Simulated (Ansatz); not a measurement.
Below is the output of a Python script on Ansatz 0.2.0 through its Python package that makes a convergence test of the plane-wave cutoff of MgO, space group P-6m2. Write a script that gives it. Level of theory (first run): mr2scan, PAW, cutoff 300 eV, 7×7×7 k-points, fixed occupations. The script varies cutoff (eV): 300, 400, 500, 600.

```
Mg O
1.0
     2.93802    0.00000    0.00000
    -1.46901    2.54440    0.00000
     0.00000    0.00000    2.67968
Mg O
1 1
Cartesian
  0.0000 0.0000 0.0000
  0.0000 1.6963 1.3398
```

`python ecut.py` gives:
```text
 cutoff (eV)  F/atom (eV)  iterations  gap by band count (eV)  plane waves
         300  -1248.57836           8                 4.49322          241
         400  -1248.78544           9                 4.54947          381
         500  -1248.79029           9                 4.54993          525
         600  -1248.79195           9                 4.54973          653
300: +213.59 meV/atom
400: +6.51 meV/atom
500: +1.66 meV/atom  (within 2 meV)
```

The script that was run (others could print the same):

The script, `ecut.py`:
```python
# -*- coding: utf-8 -*-
"""Convergence of MgO with the plane-wave cutoff."""

import warnings

import ansatz as az
import pandas as pd


def main():
    warnings.simplefilter("ignore", az.DeckWarning)

    xtal = (
        az.Lattice.from_parameters(2.938021, 2.938021, 2.67968, alpha=90, beta=90, gamma=120)
        .space_group(187)
        .atom("Mg", [0.0, 0.0, 0.0])
        .atom("O", [1 / 3, 2 / 3, 0.5])
    )

    calc = (
        xtal.calculation()
        .functional("mr2scan")
        .kpoints(7, 7, 7, shift=0.5)
        .occupations("fixed")
        .mixing("msr1", beta=0.2)
        .scf(tolerance=1e-09, max_iterations=150, lower_state_search="off")
        .band_table()
    )

    rows = []
    for value in [300, 400, 500, 600]:
        rep = calc.basis(value).run(threads=1, backend="cpu").report
        rows.append((value, rep["free_energy_ev"] / len(rep["lattice"]["sites"]), rep["n_iterations"], rep["gap_by_band_count_ev"], rep["n_pw"]))

    table = pd.DataFrame(rows, columns=["cutoff (eV)", "F/atom (eV)", "iterations", "gap by band count (eV)", "plane waves"])
    print(table.round(5).to_string(index=False))

    # the last row is the reference
    for row in rows[:-1]:
        shift = 1000 * (row[1] - rows[-1][1])
        print(f"{row[0]}: {shift:+.2f} meV/atom" + ("  (within 2 meV)" if abs(shift) < 2 else ""))


if __name__ == "__main__":
    main()
```

From 500 eV on it stays within 2 meV an atom of the value at 600 eV; the first row (300 eV) is off by 213.6 meV and the last but one by 1.66 meV. The energy falls steadily, as expected when plane waves are added.

Reading the output:
- Semilocal gaps usually lie well under measured ones.
- The mesh has less symmetry than the crystal, which the program warned of.
- This mesh misses the zone centre, where many direct gaps lie, so the gap can be several times too large.
- This cell is a computed structure, which may not be the phase found in nature.
- Gaps and levels are Kohn-Sham values on a finite set of k-points.
- Shifts are counted from the last row, which is itself no proven limit.
- The script silences the warnings on its input, which a real study should read.
- It ran for 10 s on 1 thread of Intel(R) Xeon(R) Processor @ 2.30GHz, on a shared host, peak memory 0.56 GiB.
